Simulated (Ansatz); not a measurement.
Crystal: Fe.

```
Fe
1.0
    -1.44300    1.44300    1.44300
     1.44300   -1.44300    1.44300
     1.44300    1.44300   -1.44300
Fe
1
Direct
  0.00000 0.00000 0.00000
```

- Program: Ansatz 0.2.0
- Task: relaxation of cell and atoms
- Functional: RPBE
- Dispersion: D3(BJ)
- Potentials or basis: all-electron LAPW, scalar-relativistic
- Basis error allowed: 0.001 eV/atom
- k mesh: 13 × 13 × 13
- Occupations: fermi-dirac, width 0.05 eV
- Spin: collinear spin, ferromagnetic start
- Starting moments: [3.0] μB

At the start: volume 12.02 Å³/atom.

**Question.** How do energy, volume and symmetry change on relaxing?

**Answer.** Over 6 steps the energy falls by 180.0 meV/atom and the volume is 10.28 Å³/atom (-14.5 %); space group Im-3m (No. 229, to 0.05 Å); moment 2.01 μB per cell.

The path:
```
step  energy change (eV)  largest force (eV/Å)  volume (Å³)
   1              0.0000                0.0000        12.02
   2             -0.1563                0.0000        10.85
   3             -0.1735                0.0000        10.00
   4             -0.1799                0.0000        10.31
   5             -0.1800                0.0000        10.28
   6             -0.1800                0.0000        10.28
```

Final structure:
```
CELL_PARAMETERS angstrom
-1.36963 1.36963 1.36963
1.36963 -1.36963 1.36963
1.36963 1.36963 -1.36963
ATOMIC_POSITIONS crystal
Fe 0.00000 0.00000 0.00000
```

Caveat: the volume moved by -14 % from the deposited cell, more than functionals usually miss.
